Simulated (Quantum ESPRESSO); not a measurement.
# PbS (Galena) (Fm-3m) in Quantum ESPRESSO: settings compared, part 2 of 4

Quantum ESPRESSO 7.5. The steps go on from the part before.

### Step 3. Dielectric tensor, WC

Input file pw.in:

```
&CONTROL
  calculation = 'scf'
  prefix = 'pwscf'
  outdir = './tmp'
  pseudo_dir = './pseudo'
  tprnfor = .true.
  tstress = .true.
  disk_io = 'low'
/
&SYSTEM
  ibrav = 0
  nat = 2
  ntyp = 2
  ecutwfc = 56
  nbnd = 16
  input_dft = 'wc'
  occupations = 'smearing'
  smearing = 'fd'
  degauss = 0.00367493
/
&ELECTRONS
  conv_thr = 4d-10
  electron_maxstep = 120
  mixing_beta = 0.5
/
ATOMIC_SPECIES
Pb   207.2000 Pb.upf
S     32.0600 S.upf
CELL_PARAMETERS angstrom
   0.0000000000    2.9657500000    2.9657500000
   2.9657500000    0.0000000000    2.9657500000
   2.9657500000    2.9657500000    0.0000000000
ATOMIC_POSITIONS angstrom
Pb     0.0000000000    0.0000000000    0.0000000000
S      2.9657500000    2.9657500000    2.9657500000
K_POINTS automatic
8 8 8 1 1 1
```

Input file gamma.in:

```
&CONTROL
  calculation = 'bands'
  prefix = 'pwscf'
  outdir = './tmp'
  pseudo_dir = './pseudo'
  disk_io = 'low'
  verbosity = 'high'
/
&SYSTEM
  ibrav = 0
  nat = 2
  ntyp = 2
  ecutwfc = 56
  nbnd = 16
  input_dft = 'wc'
  occupations = 'smearing'
  smearing = 'fd'
  degauss = 0.00367493
/
&ELECTRONS
  conv_thr = 1d-08
  electron_maxstep = 120
  mixing_beta = 0.5
  diago_full_acc = .true.
  startingwfc = 'random'
/
ATOMIC_SPECIES
Pb   207.2000 Pb.upf
S     32.0600 S.upf
CELL_PARAMETERS angstrom
   0.0000000000    2.9657500000    2.9657500000
   2.9657500000    0.0000000000    2.9657500000
   2.9657500000    2.9657500000    0.0000000000
ATOMIC_POSITIONS angstrom
Pb     0.0000000000    0.0000000000    0.0000000000
S      2.9657500000    2.9657500000    2.9657500000
K_POINTS crystal
1
0.0 0.0 0.0 1
```

Input file scf2.in:

```
&CONTROL
  calculation = 'scf'
  prefix = 'pwscf'
  outdir = './tmp'
  pseudo_dir = './pseudo'
  tprnfor = .true.
  tstress = .true.
  disk_io = 'low'
/
&SYSTEM
  ibrav = 0
  nat = 2
  ntyp = 2
  ecutwfc = 56
  nbnd = 16
  input_dft = 'wc'
  occupations = 'fixed'
/
&ELECTRONS
  conv_thr = 1d-13
  electron_maxstep = 120
  mixing_beta = 0.5
  startingpot = 'file'
/
ATOMIC_SPECIES
Pb   207.2000 Pb.upf
S     32.0600 S.upf
CELL_PARAMETERS angstrom
   0.0000000000    2.9657500000    2.9657500000
   2.9657500000    0.0000000000    2.9657500000
   2.9657500000    2.9657500000    0.0000000000
ATOMIC_POSITIONS angstrom
Pb     0.0000000000    0.0000000000    0.0000000000
S      2.9657500000    2.9657500000    2.9657500000
K_POINTS automatic
8 8 8 1 1 1
```

Input file ph.in:

```
dielectric of PbS
&INPUTPH
  prefix = 'pwscf'
  outdir = './tmp'
  tr2_ph = 1d-18
  fildyn = 'dyn'
  niter_ph = 90
  alpha_mix(1) = 0.7
  epsil = .true.
  trans = .false.
  zeu = .true.
/
0.0000000000 0.0000000000 0.0000000000
```

Potentials or basis: PseudoDojo 0.4.1 SR PBE standard.

Command:

```console
$ OMP_NUM_THREADS=1 pw.x -in pw.in > pw.out
$ OMP_NUM_THREADS=1 pw.x -in gamma.in > gamma.out
$ OMP_NUM_THREADS=1 pw.x -in scf2.in > scf2.out
$ OMP_NUM_THREADS=1 ph.x -in ph.in > ph.out
```

pw.out:

```text
This program is part of the open-source Quantum ESPRESSO suite
     for quantum simulation of materials; please cite
         "P. Giannozzi et al., J. Phys.:Condens. Matter 21 395502 (2009);
         "P. Giannozzi et al., J. Phys.:Condens. Matter 29 465901 (2017);
         "P. Giannozzi et al., J. Chem. Phys. 152 154105 (2020);
     in publications or presentations arising from this work. More details at

     IMPORTANT: XC functional enforced from input :
     Exchange-correlation= WC
                           (   1   4  11   4   0   0   0)
     Any further DFT definition will be discarded
     Please, verify this is what you really want

     Message from routine setup:
     using ibrav=0 with symmetry is DISCOURAGED, use correct ibrav instead

     G-vector sticks info
     --------------------
     sticks:   dense  smooth     PW     G-vecs:    dense   smooth      PW
     Sum         955     955    301                19891    19891    3479

     Using Slab Decomposition

     bravais-lattice index     =            0
     lattice parameter (alat)  =       7.9259  a.u.
     unit-cell volume          =     352.0710 (a.u.)^3
     number of atoms/cell      =            2
     number of atomic types    =            2
     number of electrons       =        20.00
     number of Kohn-Sham states=           16
     kinetic-energy cutoff     =      56.0000  Ry
     charge density cutoff     =     224.0000  Ry
[... 115 lines left out ...]
        k(   59) = (   0.3093592   0.3093592   0.3093592), wk =   0.0078125
        k(   60) = (  -0.3093592  -0.3093592   0.9280777), wk =   0.0234375

     Dense  grid:    19891 G-vectors     FFT dimensions: (  40,  40,  40)

     Initial potential from superposition of free atoms

     starting charge      19.9978, renormalised to      20.0000
     Starting wfcs are   13 randomized atomic wfcs +    3 random wfcs

     Self-consistent Calculation

     iteration #  1     ecut=    56.00 Ry     beta= 0.50
     Davidson diagonalization with overlap
     ethr =  1.00E-02,  avg # of iterations =  5.8

     Threshold (ethr) on eigenvalues was too large:
     Diagonalizing with lowered threshold

     Davidson diagonalization with overlap
     ethr =  5.28E-04,  avg # of iterations =  2.0

     total energy              =    -162.70024081 Ry
     estimated scf accuracy    <       0.10239727 Ry
[... 57 lines left out ...]
     iteration # 10     ecut=    56.00 Ry     beta= 0.50
     Davidson diagonalization with overlap
     ethr =  3.96E-12,  avg # of iterations =  2.0

     End of self-consistent calculation

          k = 0.0442 0.0442 0.0442 (  2505 PWs)   bands (ev):

    -8.1361  -8.1352  -8.1352  -8.1240  -8.1240  -5.0165   2.3624   6.4181
     6.4181   6.4997  13.2831  13.4601  13.4601  15.1801  15.2928  15.2928
[... 293 lines left out ...]
    -8.1705  -8.1502  -8.1289  -8.0948  -8.0879  -3.7061  -0.2029   5.8311
     6.5883   7.7574   9.5697  10.7900  11.6689  16.7308  18.1338  18.2380

     the Fermi energy is     8.6867 ev

!    total energy              =    -162.73117034 Ry
     estimated scf accuracy    <          5.3E-12 Ry
     smearing contrib. (-TS)   =      -0.00000050 Ry
     internal energy E=F+TS    =    -162.73116984 Ry

     The total energy is F=E-TS. E is the sum of the following terms:
     one-electron contribution =     -35.74258569 Ry
     hartree contribution      =      30.34811584 Ry
     xc contribution           =     -46.10705589 Ry
     ewald contribution        =    -111.22964409 Ry

     convergence has been achieved in  10 iterations

     Forces acting on atoms (cartesian axes, Ry/au):

     atom    1 type  1   force =     0.00000000    0.00000000   -0.00000000
     atom    2 type  2   force =    -0.00000000   -0.00000000    0.00000000

     Total force =     0.000000     Total SCF correction =     0.000000

     Computing stress (Cartesian axis) and pressure

          total   stress  (Ry/bohr**3)                   (kbar)     P=       -6.78
  -0.00004610  -0.00000000  -0.00000000           -6.78       -0.00       -0.00
  -0.00000000  -0.00004610  -0.00000000           -0.00       -6.78       -0.00
  -0.00000000  -0.00000000  -0.00004610           -0.00       -0.00       -6.78

=------------------------------------------------------------------------------=
   JOB DONE.
=------------------------------------------------------------------------------=
```

gamma.out:

```text
This program is part of the open-source Quantum ESPRESSO suite
     for quantum simulation of materials; please cite
         "P. Giannozzi et al., J. Phys.:Condens. Matter 21 395502 (2009);
         "P. Giannozzi et al., J. Phys.:Condens. Matter 29 465901 (2017);
         "P. Giannozzi et al., J. Chem. Phys. 152 154105 (2020);
     in publications or presentations arising from this work. More details at
[... 591 lines left out ...]

    -8.1363  -8.1363  -8.1363  -8.1234  -8.1234  -5.0506   2.4845   6.4078
     6.4078   6.4078  13.7039  13.7039  13.7039  15.1817  15.1817  15.1817

=------------------------------------------------------------------------------=
   JOB DONE.
=------------------------------------------------------------------------------=
```

Run time: 3.8 min. Hardware: 1 thread of Intel Xeon 6975P-C (Granite Rapids), shared host; peak memory 0.09 GiB.

What came out:

```yaml
Free_energy: -2214.0704 eV
Pressure: -0.7 GPa
Electronic_dielectric_tensor_diagonal: 17.75
Born_charges_mean_of_the_diagonal: Pb +4.50; S -4.49 e
```

Electronic dielectric tensor:
```
17.75  0.00  0.00
 0.00 17.75  0.00
 0.00  0.00 17.75
```

Born effective charge tensors (e):
atom 1, Pb
```
4.50 0.00 0.00
0.00 4.50 0.00
0.00 0.00 4.50
```
atom 2, S
```
-4.49  0.00  0.00
 0.00 -4.49  0.00
 0.00  0.00 -4.49
```

Caveat: the potentials were made for another functional, which shifts forces and pressure.

### Step 4. Dielectric tensor, BLYP

pw.in, as its differences from that of step 3:

```diff
@@ -15,3 +15,3 @@
   nbnd = 16
-  input_dft = 'wc'
+  input_dft = 'blyp'
   occupations = 'smearing'
```

gamma.in, as its differences from that of step 3:

```diff
@@ -14,3 +14,3 @@
   nbnd = 16
-  input_dft = 'wc'
+  input_dft = 'blyp'
   occupations = 'smearing'
```

scf2.in, as its differences from that of step 3:

```diff
@@ -15,3 +15,3 @@
   nbnd = 16
-  input_dft = 'wc'
+  input_dft = 'blyp'
   occupations = 'fixed'
```

ph.in is that of step 3.

Potentials or basis: PseudoDojo 0.4.1 SR PBE standard.

Command:

```console
$ OMP_NUM_THREADS=1 pw.x -in pw.in > pw.out
$ OMP_NUM_THREADS=1 pw.x -in gamma.in > gamma.out
$ OMP_NUM_THREADS=1 pw.x -in scf2.in > scf2.out
$ OMP_NUM_THREADS=1 ph.x -in ph.in > ph.out
```

pw.out:

```text
This program is part of the open-source Quantum ESPRESSO suite
     for quantum simulation of materials; please cite
         "P. Giannozzi et al., J. Phys.:Condens. Matter 21 395502 (2009);
         "P. Giannozzi et al., J. Phys.:Condens. Matter 29 465901 (2017);
         "P. Giannozzi et al., J. Chem. Phys. 152 154105 (2020);
     in publications or presentations arising from this work. More details at

     IMPORTANT: XC functional enforced from input :
     Exchange-correlation= BLYP
                           (   1   3   1   3   0   0   0)
     Any further DFT definition will be discarded
     Please, verify this is what you really want

     Message from routine setup:
     using ibrav=0 with symmetry is DISCOURAGED, use correct ibrav instead

     G-vector sticks info
     --------------------
     sticks:   dense  smooth     PW     G-vecs:    dense   smooth      PW
     Sum         955     955    301                19891    19891    3479

     Using Slab Decomposition

     bravais-lattice index     =            0
     lattice parameter (alat)  =       7.9259  a.u.
     unit-cell volume          =     352.0710 (a.u.)^3
     number of atoms/cell      =            2
     number of atomic types    =            2
     number of electrons       =        20.00
     number of Kohn-Sham states=           16
     kinetic-energy cutoff     =      56.0000  Ry
     charge density cutoff     =     224.0000  Ry
     scf convergence threshold =      4.0E-10
     mixing beta               =       0.5000
     number of iterations used =            8  plain     mixing
     Exchange-correlation= BLYP
                           (   1   3   1   3   0   0   0)

     celldm(1)=   7.925897  celldm(2)=   0.000000  celldm(3)=   0.000000
     celldm(4)=   0.000000  celldm(5)=   0.000000  celldm(6)=   0.000000

     crystal axes: (cart. coord. in units of alat)
               a(1) = (   0.000000   0.707107   0.707107 )
               a(2) = (   0.707107   0.000000   0.707107 )
               a(3) = (   0.707107   0.707107   0.000000 )

     reciprocal axes: (cart. coord. in units 2 pi/alat)
               b(1) = ( -0.707107  0.707107  0.707107 )
               b(2) = (  0.707107 -0.707107  0.707107 )
               b(3) = (  0.707107  0.707107 -0.707107 )

     PseudoPot. # 1 for Pb read from file:
     Pb.upf
     Pseudo is Norm-conserving + core correction, Zval = 14.0
     Generated using ONCVPSP code by D. R. Hamann
     Using radial grid of 1678 points,  6 beta functions with:
                l(1) =   0
                l(2) =   0
                l(3) =   1
                l(4) =   1
                l(5) =   2
                l(6) =   2

     PseudoPot. # 2 for S  read from file:
     S.upf
     Pseudo is Norm-conserving + core correction, Zval =  6.0
     Generated using ONCVPSP code by D. R. Hamann
     Using radial grid of 1146 points,  6 beta functions with:
                l(1) =   0
                l(2) =   0
                l(3) =   1
                l(4) =   1
                l(5) =   2
                l(6) =   2

     atomic species   valence    mass     pseudopotential
     Pb               14.00   207.20000     Pb( 1.00)
     S                 6.00    32.06000     S ( 1.00)

     48 Sym. Ops., with inversion, found

   Cartesian axes

     site n.     atom                  positions (alat units)
         1        Pb     tau(   1) = (   0.0000000   0.0000000   0.0000000  )
         2        S      tau(   2) = (   0.7071068   0.7071068   0.7071068  )

     number of k points=    60  Fermi-Dirac smearing, width (Ry)=  0.0037
                       cart. coord. in units 2pi/alat
        k(    1) = (   0.0441942   0.0441942   0.0441942), wk =   0.0078125
        k(    2) = (   0.1325825   0.1325825  -0.0441942), wk =   0.0234375
        k(    3) = (   0.2209709   0.2209709  -0.1325825), wk =   0.0234375
        k(    4) = (   0.3093592   0.3093592  -0.2209709), wk =   0.0234375
        k(    5) = (  -0.3093592  -0.3093592   0.3977476), wk =   0.0234375
        k(    6) = (  -0.2209709  -0.2209709   0.3093592), wk =   0.0234375
[... 52 lines left out ...]
        k(   59) = (   0.3093592   0.3093592   0.3093592), wk =   0.0078125
        k(   60) = (  -0.3093592  -0.3093592   0.9280777), wk =   0.0234375

     Dense  grid:    19891 G-vectors     FFT dimensions: (  40,  40,  40)

     Initial potential from superposition of free atoms

     starting charge      19.9978, renormalised to      20.0000
     Starting wfcs are   13 randomized atomic wfcs +    3 random wfcs

     Self-consistent Calculation

     iteration #  1     ecut=    56.00 Ry     beta= 0.50
     Davidson diagonalization with overlap
     ethr =  1.00E-02,  avg # of iterations =  6.1

     Threshold (ethr) on eigenvalues was too large:
     Diagonalizing with lowered threshold

     Davidson diagonalization with overlap
     ethr =  7.68E-04,  avg # of iterations =  1.5

     total energy              =    -162.40609955 Ry
     estimated scf accuracy    <       0.15010101 Ry

     iteration #  2     ecut=    56.00 Ry     beta= 0.50
     Davidson diagonalization with overlap
     ethr =  7.51E-04,  avg # of iterations =  3.0

     total energy              =    -162.44762804 Ry
     estimated scf accuracy    <       0.02123415 Ry

     iteration #  3     ecut=    56.00 Ry     beta= 0.50
     Davidson diagonalization with overlap
     ethr =  1.06E-04,  avg # of iterations =  4.7

     total energy              =    -162.45187829 Ry
     estimated scf accuracy    <       0.00101642 Ry
[... 33 lines left out ...]
     total energy              =    -162.45194656 Ry
     estimated scf accuracy    <       0.00000001 Ry

     iteration #  9     ecut=    56.00 Ry     beta= 0.50
     Davidson diagonalization with overlap
     ethr =  7.14E-11,  avg # of iterations =  2.2

     total energy              =    -162.45194656 Ry
     estimated scf accuracy    <          5.5E-09 Ry

     iteration # 10     ecut=    56.00 Ry     beta= 0.50
     Davidson diagonalization with overlap
     ethr =  2.74E-11,  avg # of iterations =  2.0

     End of self-consistent calculation

          k = 0.0442 0.0442 0.0442 (  2505 PWs)   bands (ev):

    -7.7436  -7.7427  -7.7427  -7.7298  -7.7298  -4.4242   2.8388   6.9930
     6.9930   7.0715  13.8523  13.9904  13.9904  16.0430  16.1248  16.1248

          k = 0.1326 0.1326-0.0442 (  2520 PWs)   bands (ev):

    -7.7434  -7.7406  -7.7401  -7.7336  -7.7252  -4.2485   2.3190   6.7985
     7.1650   7.5649  12.5188  12.9539  13.6245  16.0904  16.3022  16.9300

          k = 0.2210 0.2210-0.1326 (  2498 PWs)   bands (ev):

    -7.7501  -7.7498  -7.7411  -7.7193  -7.7118  -3.8490   1.3886   6.7875
     7.3393   8.2129  11.0595  11.8426  12.6698  16.3715  17.0925  17.9807

          k = 0.3094 0.3094-0.2210 (  2486 PWs)   bands (ev):

    -7.7608  -7.7587  -7.7396  -7.7031  -7.7004  -3.3773   0.5230   6.9401
     7.4060   8.7145  10.0510  11.1962  11.8329  17.2763  18.3182  19.2254
[... 103 lines left out ...]
    -7.7989  -7.7438  -7.7290  -7.7144  -7.6965  -2.9834   0.5677   5.4713
     6.4887   7.8906  10.9596  12.2929  13.3307  17.2182  18.1350  19.4918

          k = 0.2210-0.3094 0.3977 (  2484 PWs)   bands (ev):

    -7.7706  -7.7557  -7.7374  -7.7047  -7.6971  -3.2181   0.3931   6.6836
     7.1611   8.4565  10.1932  11.4272  12.0771  17.3355  18.9022  19.5658

          k =-0.6629 0.0442 0.0442 (  2480 PWs)   bands (ev):

    -7.8760  -7.7667  -7.7057  -7.6857  -7.6850  -2.8136   1.6716   4.1312
     5.7723   5.8136  13.2972  14.5602  14.5674  14.7174  20.3713  21.1110

          k =-0.5745 0.1326-0.0442 (  2484 PWs)   bands (ev):

    -7.8506  -7.7592  -7.7147  -7.6942  -7.6893  -2.9536   1.3465   4.8132
     5.7193   6.4321  13.1564  13.5682  14.0445  15.0143  20.3859  20.5025

          k =-0.4861 0.2210-0.1326 (  2484 PWs)   bands (ev):

    -7.8050  -7.7434  -7.7355  -7.7082  -7.6941  -3.1224   0.8197   5.8291
     6.2156   7.3886  11.5749  12.7531  13.1750  15.8391  19.5400  20.0731

          k =-0.4861 0.0442 0.0442 (  2484 PWs)   bands (ev):

    -7.8330  -7.7616  -7.7125  -7.6987  -7.6965  -3.2600   1.5166   5.6897
     6.0203   6.1125  12.9695  13.5499  14.1771  14.4155  19.7015  20.3220

          k =-0.3977 0.1326-0.0442 (  2496 PWs)   bands (ev):

    -7.7945  -7.7525  -7.7277  -7.7101  -7.7026  -3.5303   1.3949   6.0981
     6.5198   7.2038  11.6979  13.0973  13.4740  15.0237  19.1717  19.4252

          k =-0.3094 0.0442 0.0442 (  2507 PWs)   bands (ev):

    -7.7711  -7.7526  -7.7258  -7.7206  -7.7147  -3.9026   1.8594   6.4815
     6.4997   7.8735  11.2279  13.6370  13.7800  14.6408  18.4160  18.4720

          k = 0.1326 0.1326 0.1326 (  2517 PWs)   bands (ev):

    -7.7432  -7.7432  -7.7423  -7.7254  -7.7254  -4.1651   2.0733   7.0778
     7.0778   7.6173  12.2855  12.8788  12.8788  16.0844  16.7483  16.7483

          k = 0.2210 0.2210 0.0442 (  2504 PWs)   bands (ev):

    -7.7482  -7.7449  -7.7412  -7.7278  -7.7140  -3.9186   1.6160   6.3919
     7.3948   8.2488  11.1332  11.9077  13.3190  16.5523  16.6876  18.1812
[... 118 lines left out ...]
    -7.8120  -7.7371  -7.7359  -7.7092  -7.6943  -2.9393   0.6776   5.2263
     6.5654   7.2023  11.7011  12.4696  13.5400  16.3073  19.2964  19.3399

          k = 0.3094 0.3094 0.3094 (  2482 PWs)   bands (ev):

    -7.7612  -7.7612  -7.7404  -7.6978  -7.6978  -3.2848   0.3092   7.3630
     7.3630   8.8973   9.8313  11.1467  11.1467  17.7663  19.0599  19.0599

          k =-0.3094-0.3094 0.9281 (  2483 PWs)   bands (ev):

    -7.7741  -7.7553  -7.7360  -7.7040  -7.6974  -3.1364   0.3261   6.4658
     7.1819   8.3272  10.2993  11.3922  12.2576  17.7096  18.9686  18.9930

     the Fermi energy is     9.3472 ev

!    total energy              =    -162.45194656 Ry
     estimated scf accuracy    <          3.2E-10 Ry
     smearing contrib. (-TS)   =      -0.00000010 Ry
     internal energy E=F+TS    =    -162.45194646 Ry

     The total energy is F=E-TS. E is the sum of the following terms:
     one-electron contribution =     -35.85833451 Ry
     hartree contribution      =      30.52407581 Ry
     xc contribution           =     -45.88804367 Ry
     ewald contribution        =    -111.22964409 Ry

     convergence has been achieved in  10 iterations

     Forces acting on atoms (cartesian axes, Ry/au):

     atom    1 type  1   force =     0.00000000    0.00000000    0.00000000
     atom    2 type  2   force =     0.00000000    0.00000000    0.00000000

     Total force =     0.000000     Total SCF correction =     0.000000

     Computing stress (Cartesian axis) and pressure

          total   stress  (Ry/bohr**3)                   (kbar)     P=       60.63
   0.00041216  -0.00000000  -0.00000000           60.63       -0.00       -0.00
  -0.00000000   0.00041216  -0.00000000           -0.00       60.63       -0.00
  -0.00000000  -0.00000000   0.00041216           -0.00       -0.00       60.63

=------------------------------------------------------------------------------=
   JOB DONE.
=------------------------------------------------------------------------------=
```

Run time: 3.9 min. Hardware: 1 thread of Intel Xeon 6975P-C (Granite Rapids), shared host; peak memory 0.08 GiB.

Results:

| Item | Value |
| --- | --- |
| Free energy | -2210.2713 eV |
| Pressure | 6.1 GPa |
| Electronic dielectric tensor (diagonal) | 15.72 |
| Born charges (mean of the diagonal) | Pb +4.50; S -4.50 e |

Levels at points of the mesh, in eV from the valence-band top:
```tsv
k point	band 7	band 8	band 9	band 10	band 11	band 12	band 13	band 14
(0.06, 0.06, 0.06)	-6.06	-1.90	-1.90	-1.83	4.95	5.09	5.09	7.15
```

Electronic dielectric tensor:
```
15.72  0.00  0.00
 0.00 15.72  0.00
 0.00  0.00 15.72
```

Born effective charge tensors (e):
atom 1, Pb
```
4.50 0.00 0.00
0.00 4.50 0.00
0.00 0.00 4.50
```
atom 2, S
```
-4.50  0.00  0.00
 0.00 -4.50  0.00
 0.00  0.00 -4.50
```

Caveat: the potentials were made for another functional, which shifts forces and pressure; the cell is more than 3 GPa from zero pressure, which shifts response properties.

[end of part 2 of 4]
